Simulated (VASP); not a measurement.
# Te (Im-3m) in VASP: further runs

One crystal, Te, is run at these levels: revPBE; tasks: single point, relaxation of cell and atoms.

All numbers are computed with VASP 6.6.1; they aren't measurements. Logs are shortened: lines on timing, memory, paths and dates and some standing lists are left out, and cuts for length are marked.

## 1. The crystal as given

The structure is cubic, space group Im-3m (No. 229). Conventional cell: a = 3.874 Å, b = 3.874 Å, c = 3.874 Å, α = 90.00°, β = 90.00°, γ = 90.00°. Around Te (site symmetry m-3m) lie 8 Te at 3.35 Å.

This isn't the form of Te at room conditions, which is trigonal, of chains.

## 2. Single point, revPBE

Input file INCAR:

```
SYSTEM = Te
ALGO = Fast
EDIFF = 1E-6
ENCUT = 520
GGA = RE
ISIF = 2
ISMEAR = -1
LASPH = .True.
LCHARG = .False.
LREAL = .False.
LWAVE = .False.
NBANDS = 9
NELM = 80
PREC = Accurate
SIGMA = 0.1
```

Input file KPOINTS:

```
k-points
0
Gamma
  19 19 19
  0 0 0
```

Input file POSCAR:

```
Te
1.0
   -1.9368452376      1.9368452376      1.9368452376
    1.9368452376     -1.9368452376      1.9368452376
    1.9368452376      1.9368452376     -1.9368452376
Te
1
Direct
    0.0000000000      0.0000000000      0.0000000000
```

Potentials or basis: VASP PAW PBE potentials, release 64 (Te).

The run is started by

```bash
$ cat potpaw_PBE.64/Te/POTCAR > POTCAR
$ mpirun -np 1 vasp_std > vasp.out
```

OUTCAR:

```text
SYSTEM = Te
   EDIFF = 1E-6
   ENCUT = 520
   GGA = RE
   ISIF = 2
   ISMEAR = -1
   LASPH = .True.
   LREAL = .False.
   NELM = 80
   PREC = Accurate

 ion  position               nearest neighbor table
   1  0.000  0.000  0.000-

  LATTYP: Found a body centered cubic cell.
 ALAT       =     3.8736904752

  Lattice vectors:

 A1 = (  -1.9368452376,   1.9368452376,   1.9368452376)
 A2 = (   1.9368452376,  -1.9368452376,   1.9368452376)
 A3 = (   1.9368452376,   1.9368452376,  -1.9368452376)

Analysis of symmetry for initial positions (statically):
=====================================================================
 Subroutine PRICEL returns:
 Original cell was already a primitive cell.

 Routine SETGRP: Setting up the symmetry group for a
 body centered cubic supercell.

 Subroutine GETGRP returns: Found 48 space group operations
 (whereof 48 operations were pure point group operations)
 out of a pool of 48 trial point group operations.

The static configuration has the point symmetry O_h .

Analysis of symmetry for dynamics (positions and initial velocities):
=====================================================================
 Subroutine PRICEL returns:
 Original cell was already a primitive cell.

 Routine SETGRP: Setting up the symmetry group for a
 body centered cubic supercell.

 Subroutine GETGRP returns: Found 48 space group operations
 (whereof 48 operations were pure point group operations)
 out of a pool of 48 trial point group operations.

The dynamic configuration has the point symmetry O_h .

 Subroutine INISYM returns: Found 48 space group operations
 (whereof 48 operations are pure point group operations),
 and found     1 'primitive' translations

----------------------------------------------------------------------------------------

                                     Primitive cell

  volume of cell :      29.0633

  direct lattice vectors                    reciprocal lattice vectors
    -1.936845238  1.936845238  1.936845238     0.000000000  0.258151756  0.258151756
     1.936845238 -1.936845238  1.936845238     0.258151756  0.000000000  0.258151756
     1.936845238  1.936845238 -1.936845238     0.258151756  0.258151756  0.000000000

  length of vectors
     3.354714358  3.354714358  3.354714358     0.365081715  0.365081715  0.365081715

  position of ions in fractional coordinates (direct lattice)
     0.000000000  0.000000000  0.000000000

  ion indices of the primitive-cell ions
   primitive index   ion index
                 1           1

----------------------------------------------------------------------------------------

 KPOINTS: k-points

Automatic generation of k-mesh.
 Grid dimensions read from file:
 generate k-points for:   19   19   19

 Generating k-lattice:

  Cartesian coordinates                     Fractional coordinates (reciprocal lattice)
     0.000000000  0.013586935  0.013586935     0.052631579  0.000000000  0.000000000
     0.013586935  0.000000000  0.013586935     0.000000000  0.052631579  0.000000000
     0.013586935  0.013586935  0.000000000     0.000000000  0.000000000  0.052631579

  Length of vectors
     0.019214827  0.019214827  0.019214827

  Shift w.r.t. Gamma in fractional coordinates (k-lattice)
     0.000000000  0.000000000  0.000000000

 Subroutine IBZKPT returns following result:
 ===========================================

 Found    220 irreducible k-points:

 Following reciprocal coordinates:
            Coordinates               Weight
  0.000000  0.000000  0.000000      1.000000
  0.052632  0.000000  0.000000     12.000000
  0.105263  0.000000  0.000000     12.000000
  0.157895  0.000000  0.000000     12.000000
  0.210526  0.000000  0.000000     12.000000
  0.263158  0.000000  0.000000     12.000000
[... 16 lines left out ...]
  0.263158  0.105263  0.000000     48.000000
  0.315789  0.105263 -0.000000     48.000000
 [... further k-points ...]
   k-points           NKPTS =    220   k-points in BZ     NKDIM =    220   number of bands    NBANDS=      9
   number of dos      NEDOS =    301   number of ions     NIONS =      1
   total plane-waves  NPLWV =  21952
   dimension x,y,z NGX =    28 NGY =   28 NGZ =   28
   dimension x,y,z NGXF=    56 NGYF=   56 NGZF=   56
   ions per type =               1
   NGX,Y,Z   is equivalent  to a cutoff of  13.88, 13.88, 13.88 a.u.
   NGXF,Y,Z  is equivalent  to a cutoff of  27.75, 27.75, 27.75 a.u.
 SYSTEM =  Te
   PREC   = accura    normal or accurate (medium, high low for compatibility)
   ISTART =      0    job   : 0-new  1-cont  2-samecut
   ICHARG =      2    charge: 1-file 2-atom 10-const
   ISPIN  =      1    spin polarized calculation?
   LNONCOLLINEAR =      F non collinear calculations
   LSORBIT =      F    spin-orbit coupling
   LASPH  =      T    aspherical Exc in radial PAW
   ENCUT  =  520.0 eV  38.22 Ry    6.18 a.u.   6.24  6.24  6.24*2*pi/ulx,y,z
   NELM   =     80;   NELMIN=  2; NELMDL= -5     # of ELM steps
   EDIFF  = 0.1E-05   stopping-criterion for ELM
   LREAL  =      F    real-space projection
   EDIFFG = 0.1E-04   stopping-criterion for IOM
   NSW    =      0    number of steps for IOM
   IBRION =     -1    ionic relax: 0-MD 1-quasi-New 2-CG
   NFREE  =      0    steps in history (QN), initial steepest desc. (CG)
   ISIF   =      2    stress and relaxation
   ISYM   =      2    0-nonsym 1-usesym 2-fastsym
   POTIM  = 0.5000    time-step for ionic-motion
   TEBEG  =    0.0;   TEEND  =   0.0 temperature during run
   PSTRESS=    0.0 pullay stress
   NELECT =       6.0000    total number of electrons
   NUPDOWN=      -1.0000    fix difference up-down
   EMIN   =  10.00;   EMAX   =-10.00  energy-range for DOS
   EFERMI =   0.00;   METHOD = LEGACY
   ISMEAR =    -1;   SIGMA  =   0.10  broadening in eV -4-tet -1-fermi 0-gaus
   EFERMI_NEDOS =   21; number of points for ismear=-14 and -15
   IALGO  =     68    algorithm
   IMIX   =      4    mixing-type and parameters
     AMIX     =   0.40;   BMIX     =  1.00
     AMIX_MAG =   1.60;   BMIX_MAG =  1.00
  volume/ion in A,a.u.               =      29.06       196.13
  Fermi-wavevector in a.u.,A,eV,Ry     =   0.967558  1.828419 12.737345  0.936168
  Thomas-Fermi vector in A             =   2.097454
   LORBIT       =      0    0 simple, 1 ext, 2 COOP (PROOUT), +10 PAW based schemes
   GGA     = RE    functional components
   LHFCALC =     F    Hartree Fock is set to
   AEXX    =    0.0000 exact exchange contribution
   IVDW    =     0    specifies the selected vdW correction
   LEPSILON=     F    determine dielectric tensor
   LRPA    =     F    only Hartree local field effects (RPA)
 non-spin polarized calculation
 RMM-DIIS sequential band-by-band and
  energy-cutoff  :      520.00
  volume of cell :       29.06
 maximum number of plane-waves:       794
 NGX is ok and might be reduce to    28
   NGX = 13   NGY = 13   NGZ = 13

 number of electron       5.9999999 magnetization

 Free energy of the ion-electron system (eV)
  ---------------------------------------------------
  ext. energy  EPLUGINS =         0.00000000
  ---------------------------------------------------
  free energy    TOTEN  =        -2.49925095 eV

  energy without entropy =       -2.47366847  energy(sigma->0) =       -2.48645971

 E-fermi :   7.6563     XC(G=0):  -9.9452

 val. band max:        7.6473070831   @ k =  -0.4211   0.4211   0.0526
 cond. band min:       7.6589932274   @ k =   0.3158   0.3158   0.0526
 fundamental gap:      0.0116861443
 Fermi energy:         7.6563288228

 k-point     1 :       0.0000    0.0000    0.0000
  band No.  band energies     occupation
      1      -6.0636      2.00000
      2      10.5034      0.00000
      3      10.5034      0.00000
      4      10.5034      0.00000
      5      17.2232      0.00000
      6      17.4348      0.00000
      7      17.4348      0.00000
      8      17.4348      0.00000
      9      19.5361      0.00000

 k-point     2 :       0.0526    0.0000    0.0000
  band No.  band energies     occupation
      1      -6.0146      2.00000
      2      10.1397      0.00000
      3      10.3781      0.00000
      4      10.4795      0.00000
      5      17.1347      0.00000
      6      17.1444      0.00000
      7      17.5957      0.00000
      8      17.6452      0.00000
      9      18.8210      0.00000

 k-point     3 :       0.1053    0.0000    0.0000
  band No.  band energies     occupation
      1      -5.8683      2.00000
      2       9.2251      0.00000
      3      10.0471      0.00000
      4      10.4094      0.00000
      5      16.4315      0.00000
      6      16.5789      0.00000
      7      18.2312      0.00000
      8      18.2701      0.00000
      9      18.6586      0.00000

 k-point     4 :       0.1579    0.0000    0.0000
  band No.  band energies     occupation
      1      -5.6274      2.00000
      2       8.0401      0.04219
      3       9.6035      0.00000
      4      10.2990      0.00000
      5      15.6306      0.00000
      6      15.9973      0.00000
      7      18.4535      0.00000
      8      18.5848      0.00000
      9      19.0989      0.00000

 k-point     5 :       0.2105    0.0000    0.0000
  band No.  band energies     occupation
      1      -5.2974      2.00000
      2       6.7634      1.99974
      3       9.1299      0.00000
      4      10.1593      0.00000
      5      14.9140      0.00000
      6      15.4719      0.00000
      7      18.4408      0.00000
      8      18.8831      0.00000
      9      20.1631      0.00000

 k-point     6 :       0.2632    0.0000    0.0000
  band No.  band energies     occupation
      1      -4.8883      2.00000
      2       5.4949      2.00000
      3       8.6824      0.00007
      4      10.0060      0.00000
      5      14.3179      0.00000
      6      15.0241      0.00000
      7      18.6069      0.00000
      8      19.2703      0.00000
      9      21.3651      0.00000
[... 169 lines left out ...]
 k-point    21 :       0.1579    0.1053    0.0000
  band No.  band energies     occupation
      1      -5.1584      2.00000
      2       6.5359      1.99997
      3       8.6972      0.00006
      4       9.7544      0.00000
      5      15.2558      0.00000
      6      15.8229      0.00000
      7      17.9403      0.00000
      8      18.9212      0.00000
      9      20.3411      0.00000

 k-point    22 :       0.2105    0.1053    0.0000
  band No.  band energies     occupation
      1      -4.7546      2.00000
      2       5.4212      2.00000
      3       8.1180      0.01957
      4       9.5521      0.00000
      5      14.7884      0.00000
      6      15.6495      0.00000
      7      17.9294      0.00000
      8      20.0282      0.00000
      9      20.7369      0.00000

 k-point    23 :       0.2632    0.1053    0.0000
  band No.  band energies     occupation
      1      -4.2926      2.00000
      2       4.3278      2.00000
      3       7.6391      1.08576
      4       9.3662      0.00000
      5      14.3904      0.00000
      6      15.5003      0.00000
      7      18.1039      0.00000
      8      21.1774      0.00000
      9      21.2822      0.00000

 k-point    24 :       0.3158    0.1053   -0.0000
  band No.  band energies     occupation
      1      -3.8082      2.00000
      2       3.3380      2.00000
      3       7.2762      1.95630
      4       9.2110      0.00000
      5      14.0848      0.00000
      6      15.3695      0.00000
      7      18.4641      0.00000
      8      21.6766      0.00000
      9      22.1817      0.00000

 [... further k-points ...]
[... 5 lines left out ...]
  --------------------------------------------------------------------------------------
  -------------------------------------------------------------------------------------
  Total       -0.0102559     -0.0102559     -0.0102559      0.0000000      0.0000000     -0.0000000
  in kB       -0.5653804     -0.5653804     -0.5653804      0.0000000      0.0000000     -0.0000000
  external PRESSURE =      -0.5653804 kB  Pullay stress =       0.0000000 kB

 VOLUME and BASIS-vectors are now :
 -----------------------------------------------------------------------------
  energy-cutoff  :      520.00
  volume of cell :       29.06
      direct lattice vectors                 reciprocal lattice vectors
    -1.936845238  1.936845238  1.936845238     0.000000000  0.258151756  0.258151756
     1.936845238 -1.936845238  1.936845238     0.258151756  0.000000000  0.258151756
     1.936845238  1.936845238 -1.936845238     0.258151756  0.258151756  0.000000000

 POSITION                                       TOTAL-FORCE (eV/Angst)
 -----------------------------------------------------------------------------------
      0.00000      0.00000      0.00000         0.000000     -0.000000      0.000000
 -----------------------------------------------------------------------------------
    total drift:                                0.000000     -0.000000     -0.000000

  FREE ENERGIE OF THE ION-ELECTRON SYSTEM (eV)
  ---------------------------------------------------
  free  energy   TOTEN  =        -2.4992509503 eV

  energy  without entropy=       -2.4736684743  energy(sigma->0) =       -2.48645971
```

Wall time 32 s (1 thread of AMD EPYC 9R45 (Zen 5), shared host); peak memory 0.16 GiB.

Results:

```yaml
Free_energy: -2.4993 eV
Pressure: -0.1 GPa
Band_gap_on_the_k_mesh: none (metal or under the smearing width)
```

Caveat: the PAW data sets were made with another functional, which shifts forces and pressure a little. Spin-orbit coupling is left out, which matters for the levels of Te.

## 3. Single point, revPBE

Input file INCAR:

```
ALGO     = Normal         # electronic algorithm
EDIFF    = 1E-6           # SCF threshold, eV
ENCUT    = 520            # plane-wave cutoff, eV
GGA      = RE             # functional
ISIF     = 2              # what is computed and relaxed
ISMEAR   = -1             # smearing method
LASPH    = T              # aspherical terms in the spheres
LCHARG   = F              # write CHGCAR
LREAL    = F              # projectors in reciprocal space
LWAVE    = F              # write WAVECAR
NBANDS   = 9              # bands
NELM     = 100            # most SCF steps
PREC     = Accurate       # precision mode
SIGMA    = 0.1            # smearing width, eV
```

Input file KPOINTS:

```
k-points
0
Gamma
  11 11 11
```

POSCAR is that of step 2.

Potentials or basis: VASP PAW PBE potentials, release 64 (Te).

The run is started by

```bash
$ cat potpaw_PBE.64/Te/POTCAR > POTCAR
$ mpirun -np 1 vasp_std > vasp.out
```

Wall time 8.7 s (1 thread of AMD EPYC 9R45 (Zen 5), shared host); peak memory 0.13 GiB.

Results (log left out):

| Quantity | Value |
| --- | --- |
| Free energy | -2.4853 eV |
| Pressure | -0.2 GPa |
| Band gap on the k mesh | none (metal or under the smearing width) |

Levels at points of the mesh, in eV from the Fermi level:
```tsv
k point	band 1	band 2	band 3	band 4	band 5	band 6
(0.00, 0.00, 0.00)	-13.76	2.81	2.81	2.81	9.53	9.74
```

Caveat: the PAW data sets were made with another functional, which shifts forces and pressure a little. Spin-orbit coupling is left out, which matters for the levels of Te.

## 4. Relaxation of cell and atoms, revPBE

This run uses another cell than the first one, of 28.84 Å³/atom, 0.992 times its volume.

Input file INCAR:

```
SYSTEM = Te
  PREC = Accurate
  ENCUT = 600
  EDIFF = 1E-6
  ISMEAR = -1
  SIGMA = 0.1
  LREAL = .False.
  LASPH = .True.
  NELM = 80
  ALGO = Fast
  ISIF = 3
  LWAVE = .False.
  LCHARG = .False.
  GGA = RE
  IBRION = 2
  NSW = 80
  EDIFFG = -0.01
```

Input file KPOINTS:

```
regular mesh
0
Gamma
  11 11 11
  0 0 0
```

Input file POSCAR:

```
Te
1.0
   -1.9317963558      1.9317963558      1.9317963558
    1.9317963558     -1.9317963558      1.9317963558
    1.9317963558      1.9317963558     -1.9317963558
Te
1
Direct
    0.0000000000      0.0000000000      0.0000000000
```

The run is started by

```bash
$ cat potpaw_PBE.64/Te/POTCAR > POTCAR
$ mpirun -np 1 vasp_std > vasp.out
```

Wall time 14 s (1 thread of AMD EPYC 9R45 (Zen 5), shared host); peak memory 0.13 GiB.

Results (log left out):

```
Free energy                            : -2.4853 eV
Relaxed volume                         : 28.97 Å³/atom
Relaxed cell                           : a = 3.351 Å, b = 3.351 Å, c = 3.351 Å, α = 109.47°, β = 109.47°, γ = 109.47°
Space group after relaxing (to 0.05 Å) : Im-3m (No. 229)
Energy gained by relaxing              : 0.1 meV/atom
Ionic steps                            : 3
Pressure after relaxing                : 0.0 GPa
Band gap on the k mesh                 : none (metal or under the smearing width)
```

Final structure:
```
Te
1.0
    -1.93472    1.93472    1.93472
     1.93472   -1.93472    1.93472
     1.93472    1.93472   -1.93472
Te
1
Direct
  0.00000 0.00000 0.00000
```

Levels at points of the mesh, in eV from the Fermi level:
```
           k point  band 1  band 2  band 3  band 4  band 5  band 6  band 7
(0.00, 0.00, 0.00)  -13.79    2.82    2.82    2.82    9.56    9.74    9.74
```

Caveat: the PAW data sets were made with another functional, which shifts forces and pressure a little. Spin-orbit coupling is left out, which matters for the levels of Te.

(Continued in part 2 of 2.)
